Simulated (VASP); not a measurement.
Wanted: the native input for a VASP 6.6.1 run.

```
Task                   : relaxation of cell and atoms
Functional             : PBE
Dispersion             : D3(BJ)
Potentials or basis    : VASP PAW PBE potentials, release 64 (Cd, Se)
Cutoff                 : 600 eV
k mesh                 : 8 × 8 × 8
Occupations            : gaussian, width 0.03 eV
Spin                   : no spin polarisation
Further INCAR settings : ALGO = Normal; EDIFF = 1e-06; IBRION = 2; EDIFFG = -0.01; NSW = 90; ISIF = 3
```

The structure of CdSe lies in POSCAR:

```
CdSe
1.0
    0.0000000000      3.0702711986      3.0702711986
    3.0702711986      0.0000000000      3.0702711986
    3.0702711986      3.0702711986      0.0000000000
Cd Se
1 1
Direct
    0.0000000000      0.0000000000      0.0000000000
    0.7500000000      0.7500000000      0.7500000000
```

Measurements of this composition are mostly on another form, of space group No. 186.

One way to write it, as run:

INCAR

```
SYSTEM = CdSe
ALGO = Normal
EDIFF = 1E-6
EDIFFG = -0.01
ENCUT = 600
GGA = PE
IBRION = 2
ISIF = 3
ISMEAR = 0
IVDW = 12
LASPH = .TRUE.
LCHARG = .FALSE.
LREAL = .FALSE.
LWAVE = .FALSE.
NELM = 80
NSW = 90
PREC = Accurate
SIGMA = 0.03
```

KPOINTS

```
k-points
0
G
  8 8 8
  0 0 0
```

Potentials or basis: VASP PAW PBE potentials, release 64 (Cd, Se).

Run with:

```console
$ cat potpaw_PBE.64/Cd/POTCAR potpaw_PBE.64/Se/POTCAR > POTCAR
$ mpirun -np 1 vasp_std > vasp.out
```

It gave:

```json
{"Relaxed volume": "28.68 Å³/atom", "Relaxed cell": "a = 4.329 Å, b = 4.329 Å, c = 4.329 Å, α = 60.00°, β = 60.00°, γ = 60.00°", "Space group after relaxing (to 0.05 Å)": "F-43m (No. 216)", "Energy gained by relaxing": "0.4 meV/atom", "Ionic steps": "3", "Pressure after relaxing": "0.0 GPa", "Band gap on the k mesh": "0.57 eV, direct", "Dispersion energy per atom": "-0.312 eV"}
```

Run time: 22 s on 1 thread of Intel(R) Xeon(R) 6975P-C (Granite Rapids), with other jobs on the host, peak memory 0.23 GiB.
